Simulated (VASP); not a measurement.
# Ga4AsP3 (Cm) in VASP: settings compared, part 3 of 3

VASP 6.6.1.

## Step 6: Band structure, PBEsol

This run uses another cell than the first one, of 18.05 Å³/atom, 0.862 times its volume.

Contents of INCAR:

```
  PREC = Accurate
  ENCUT = 200
  EDIFF = 1E-6
  ISMEAR = 0
  SIGMA = 0.02
  LREAL = False
  LASPH = True
  NELM = 60
  ALGO = Fast
  ISIF = 2
  LWAVE = False
  LCHARG = False
  GGA = PS
  KPAR = 2
```

Contents of KPOINTS:

```
regular mesh
0
Gamma
  7 7 4
```

Contents of POSCAR:

```
Ga4AsP3                                 
1.0
   -2.6239168388      2.6239168388      0.0000000000
   -2.6233084107     -5.2472252495      2.6234037868
    2.6228078671      2.6228078671      5.2446974469
  Ga              As              P             
     4     1     3
Direct
     0.9969912013239575    0.9939824026479152    0.9908134862058238
     0.7559574560388962    0.5119149120777926    0.2514992710301764
     0.4985794211383174    0.9971588422766348    0.5076070015658191
     0.2484268701990564    0.4968537403981129    0.7501366723413484
     0.5633746624172977    0.1267493248345956    0.1886688796177224
     0.3129071181403162    0.6258142362806325    0.4406828210865552
     0.0625464008251605    0.1250928016503210    0.6864532868440174
     0.8112168699169982    0.6224337398339959    0.9341385813085369
```

Contents of KPOINTS_OPT:

```
path GYFLI,I1ZF1,YX1,XGN,MG
10
line-mode
reciprocal
 0.0000000000  0.0000000000  0.0000000000  G
 0.0000000000 -0.5000000000  1.0000000000  Y

 0.0000000000 -0.5000000000  1.0000000000  Y
 0.0000000000  0.2031250000  1.2812500000  F

 0.0000000000  0.2031250000  1.2812500000  F
 0.0000000000 -0.5000000000  0.5000000000  L

 0.0000000000 -0.5000000000  0.5000000000  L
 0.4687500000 -0.7343750000  0.5000000000  I

 0.5312500000 -0.2656250000 -0.5000000000  I1
 0.0000000000  0.0000000000 -0.5000000000  Z

 0.0000000000  0.0000000000 -0.5000000000  Z
 0.0000000000 -1.2031250000 -0.2812500000  F1

 0.0000000000 -0.5000000000  1.0000000000  Y
 0.3125000000 -0.6562500000  1.0000000000  X1

 0.6875000000 -0.3437500000  0.0000000000  X
 0.0000000000  0.0000000000  0.0000000000  G

 0.0000000000  0.0000000000  0.0000000000  G
 0.5000000000 -0.5000000000  0.5000000000  N

 0.5000000000 -0.5000000000  0.0000000000  M
 0.0000000000  0.0000000000  0.0000000000  G
```

Potentials or basis: VASP PAW PBE potentials, release 64 (Ga_d, As, P).

On the command line:

```bash
$ cat potpaw_PBE.64/Ga_d/POTCAR potpaw_PBE.64/As/POTCAR potpaw_PBE.64/P/POTCAR > POTCAR
$ mpirun -np 2 vasp_std > vasp.out
```

OUTCAR:

```text
PREC = Accurate
   ENCUT = 200
   EDIFF = 1E-6
   ISMEAR = 0
   LREAL = False
   LASPH = True
   NELM = 60
   ISIF = 2
   GGA = PS

 ion  position               nearest neighbor table
   1  0.997  0.994  0.991-   7 2.24   8 2.25   5 2.32   5 2.32
   2  0.756  0.512  0.251-   8 2.26   6 2.26   6 2.26   5 2.33
   3  0.499  0.997  0.508-   6 2.25   7 2.25   7 2.25   5 2.32
   4  0.248  0.497  0.750-   7 2.25   8 2.26   8 2.26   6 2.27
[... 1324 lines left out ...]
  -------------------------------------------------------------------------------------
  Total      -19.1044072    -19.1044072    -19.0837760      0.0444164      0.0224175      0.0224174
  in kB     -211.9415770   -211.9415770   -211.7126981      0.4927488      0.2486968      0.2486959
  external PRESSURE =    -211.8652840 kB  Pullay stress =       0.0000000 kB

 VOLUME and BASIS-vectors are now :
 -----------------------------------------------------------------------------
  energy-cutoff  :      200.00
  volume of cell :      144.42
      direct lattice vectors                 reciprocal lattice vectors
    -2.623916839  2.623916839  0.000000000    -0.238199292  0.142910347  0.047652815
    -2.623308411 -5.247225249  2.623403787    -0.095288945 -0.095288945  0.095305629
     2.622807867  2.622807867  5.244697447     0.047663642  0.047663642  0.142996781

 POSITION                                       TOTAL-FORCE (eV/Angst)
 -----------------------------------------------------------------------------------
     -2.62483     -0.00091      7.80413         0.004160      0.004160      0.052686
     -2.66685     -0.04293      2.66200         0.020862      0.020862     -0.010559
     -2.59273     -2.59273      5.27820        -0.033056     -0.033056     -0.023379
      0.01221      0.01221      5.23769        -0.001118     -0.001118     -0.003472
     -1.31591      1.30801      1.32203         0.000745      0.000745     -0.003529
     -1.30692     -1.30692      3.95301         0.002738      0.002738     -0.009543
      1.30816      1.30816      3.92841         0.002795      0.002795     -0.003910
     -1.31134      1.31258      6.53217         0.002874      0.002874      0.001704
 -----------------------------------------------------------------------------------
    total drift:                               -0.009026     -0.008819      0.016709

  FREE ENERGIE OF THE ION-ELECTRON SYSTEM (eV)
  ---------------------------------------------------
  free  energy   TOTEN  =       -36.1816592477 eV

  energy  without entropy=      -36.1816592477  energy(sigma->0) =      -36.18165925
```

stdout:

```text
POSCAR found type information on POSCAR GaAsP
 POSCAR found :  3 types and       8 ions
 scaLAPACK will be used
 -----------------------------------------------------------------------------
|                                                                             |
|                                                                             |
|     You enforced a specific xc type in the INCAR file but a different       |
|     I HOPE YOU KNOW WHAT YOU ARE DOING!                                     |
|                                                                             |
 -----------------------------------------------------------------------------

 LDA part: xc-table for (Slater+PW92), standard interpolation
 POSCAR, INCAR and KPOINTS ok, starting setup
 FFT: planning ... GRIDC
 FFT: planning ... GRID_SOFT
 FFT: planning ... GRID
 WAVECAR not read
 entering main loop
 Start KPOINTS_OPT (optional k-point list driver)
k-point batch [1-60\100]
k-point batch [61-100\100]
```

Wall time 63 s (2 MPI ranks of Intel Xeon Platinum 8488C (Sapphire Rapids), shared host); peak memory 0.23 GiB.

The run converged, but a check on its numbers failed (symmetry, net force, bounds or a known fault of this set-up), so they aren't taken as properties of the crystal.

Caveat: the cutoff lies under the usual one of these potentials, so the numbers hold a large basis-set error; the PAW data sets were made with another functional, which shifts forces and pressure a little.

## Step 7: Overview

```csv
level,potentials or basis,cell,k mesh,cutoff (eV),mesh quality,gap on the mesh (eV),pressure (GPa),largest force (eV/Å)
PBEsol,"VASP PAW PBE potentials, release 64 (Ga_d, As, P)","Cm, 20.95 Å³/atom",2 × 2 × 2,520,coarse,0.65,-,-
PBEsol,"VASP PAW PBE potentials, release 64 (Ga_d, As, P)","Cm, 21.1 Å³/atom",7 × 7 × 4,520,not flagged,1.30,-1.3,0.78
LDA,"VASP PAW LDA potentials, release 64 (Ga_d, As, P)","Cm, 20.17 Å³/atom",4 × 4 × 2,300,coarse,1.29,-,-
r2SCAN,"VASP PAW PBE potentials, release 64 (Ga_d, As, P)","Cm, 20.83 Å³/atom",7 × 7 × 4,520,not flagged,1.77,0.0,0.02
```

Alike in all rows: task band structure; no spin polarisation; smearing gaussian 0.02 eV.

Caveats: some runs use coarse meshes; the PAW data sets were made with another functional, which shifts forces and pressure a little (some runs); the cutoff is under 1.25 times the usual one of these potentials, so pressure, stress and relaxed cells hold a basis-set (Pulay) error (some runs).

Total energies depend on the potentials used, so only differences within one code and one set of settings carry meaning.
